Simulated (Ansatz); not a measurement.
# Phonon spectrum of SiO2

Computed with DFT PBE, scalar-relativistic, plane waves, PAW in Ansatz 0.2.0. Plane waves to 420 eV; Γ-centred k mesh 6×6×6; fixed occupations. No spin polarisation. Phonons by linear response, acoustic sum rule imposed.

The cell, relaxed at this level:
```
Si O
1.0
    -2.51502    2.51502    3.68795
     2.51502   -2.51502    3.68795
     2.51502    2.51502   -3.68795
Si O
2 4
Cartesian
  0.0000 0.0000 0.0000
  0.0000 2.5150 1.8440
  1.2575 2.9758 2.7660
  0.4608 1.2575 0.9220
  -1.2575 2.0542 2.7660
  -0.4608 3.7725 0.9220
```

It was relaxed at this level from a cell as deposited in COD. The q mesh is coarse, so values between its points are rough.

Force constants from linear response on a 2×2×2 q mesh.

Path: Γ–X–P–N–Γ–M–S | S0–Γ | X–R | G–M. Only the points of the 2×2×2 mesh were computed; the rest is interpolation, which is rough on so few points. On the mesh no mode is imaginary. Distance along the path (Å⁻¹), then the branches (cm⁻¹, negative for imaginary; the LO field is included):
```
0.000  0 0 0 128 130 300 353 405 419 441 496 739 751 764 1034 1044 1093 1192
0.221  45 52 71 140 146 306 347 402 411 436 501 736 741 765 1035 1043 1103 1188
0.442  80 96 125 177 195 323 329 393 394 422 519 698 749 770 1036 1041 1125 1178
0.662  92 102 182 228 264 297 325 373 387 408 553 650 762 773 1037 1038 1145 1168
0.883  96 96 236 236 290 290 333 333 397 397 600 600 771 771 1037 1037 1159 1159
0.990  103 103 232 232 291 291 329 329 402 402 597 597 774 774 1037 1037 1157 1157
1.096  122 122 219 219 293 293 320 320 411 411 590 590 781 781 1039 1039 1154 1154
1.203  147 147 199 199 295 295 313 313 419 419 583 583 788 788 1040 1040 1151 1151
1.309  171 171 177 177 296 296 310 310 422 422 580 580 790 790 1041 1041 1150 1150
1.465  131 150 202 206 265 301 307 336 418 426 545 613 776 801 1038 1044 1146 1153
1.621  94 120 201 223 258 302 311 357 414 428 511 646 763 801 1036 1046 1143 1154
1.778  64 78 178 236 271 305 318 369 411 428 484 680 754 788 1036 1044 1143 1154
1.934  46 51 170 241 275 307 323 372 410 427 473 698 751 775 1036 1043 1144 1155
2.123  47 52 166 204 250 317 343 368 412 429 472 707 750 774 1036 1043 1134 1163
2.312  45 53 144 154 193 325 339 386 417 433 478 724 748 770 1036 1044 1117 1176
2.501  25 40 79 136 144 306 350 401 423 438 490 736 748 764 1037 1044 1101 1187
2.690  0 0 0 128 129 300 353 405 426 441 496 739 751 760 1037 1044 1093 1192
2.796  32 32 48 132 132 302 352 403 439 439 495 734 752 752 1043 1043 1096 1190
3.009  63 63 134 170 170 321 349 392 423 423 504 705 760 760 1043 1043 1113 1184
3.222  56 56 202 234 234 334 348 379 392 392 526 660 773 773 1042 1042 1134 1174
3.435  39 39 256 294 294 300 350 350 366 374 563 610 782 782 1042 1042 1151 1164
3.583  36 42 278 278 313 315 332 334 371 372 585 586 783 784 1042 1042 1157 1157
3.667  37 74 269 270 306 320 323 341 375 382 579 586 782 787 1042 1043 1156 1156
3.750  38 111 256 257 296 311 327 352 381 395 568 587 781 792 1042 1046 1152 1154
3.834  40 146 240 243 283 298 334 364 386 406 554 591 778 796 1042 1048 1149 1151
3.876  42 161 234 235 276 290 337 370 388 411 546 594 777 798 1042 1048 1147 1150
4.104  48 156 190 235 242 267 343 393 396 422 507 635 767 797 1042 1046 1139 1154
4.333  46 106 139 181 191 320 328 399 400 431 488 691 754 783 1038 1043 1124 1169
4.562  21 60 78 138 149 307 346 403 410 439 492 735 744 769 1035 1044 1104 1186
4.791  0 0 0 128 130 300 353 405 419 441 496 739 751 764 1034 1044 1093 1192
4.842  98 98 235 235 291 291 333 333 397 397 599 599 772 772 1037 1037 1158 1158
4.945  112 112 224 224 295 295 333 333 400 400 593 593 775 775 1039 1039 1156 1156
5.048  133 133 208 208 301 301 334 334 405 405 583 583 780 780 1041 1041 1152 1152
5.150  155 155 191 191 305 305 335 335 409 409 574 574 785 785 1044 1044 1149 1149
5.202  155 155 191 191 307 307 335 335 410 410 571 571 787 787 1045 1045 1148 1148
5.320  129 129 217 217 310 310 334 334 405 405 570 570 788 788 1045 1045 1149 1149
5.438  93 93 246 246 312 312 333 333 393 393 576 576 787 787 1044 1044 1152 1152
5.556  56 56 270 270 314 314 332 332 378 378 583 583 785 785 1042 1042 1156 1156
5.674  36 36 279 279 314 314 333 333 371 371 586 586 783 783 1042 1042 1158 1158
```
